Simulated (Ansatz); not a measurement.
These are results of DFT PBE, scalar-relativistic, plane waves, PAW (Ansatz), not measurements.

Settings: cutoff 420 eV, Γ-centred mesh 8×8×6 on the computed 4-atom cell, Gaussian smearing of 0.02 eV; no spin polarisation.

```
CELL_PARAMETERS angstrom
3.80179 -0.00040 0.03871
-0.00040 3.81129 0.01554
0.04891 0.01964 4.88520
ATOMIC_POSITIONS crystal
Pb 0.99840 0.49757 0.24034
Pb 0.50160 0.00243 0.75966
O 0.00375 0.00451 0.00413
O 0.49625 0.49549 0.99587
```

Problem. Is this geometry at equilibrium? Which atom feels the largest force?

Solution. It isn't. Atom 1 (Pb) feels (-0.22, 0.13, 1.73) eV/Å, 1.745 eV/Å in size, and symmetry-related atoms feel the same size.

Problem. Give all forces and the stress.

Solution.
```tsv
atom	Fx	Fy	Fz
Pb1	-0.224	0.128	1.726
Pb2	0.224	-0.128	-1.726
O3	-0.346	-0.260	-0.153
O4	0.346	0.260	0.153
```
Stress (GPa, compression positive):
```
17.46  0.05 -1.78
 0.05 19.34  0.52
-1.78  0.52 13.78
```

Spin–orbit coupling is left out, which can shift energies with elements as heavy as these.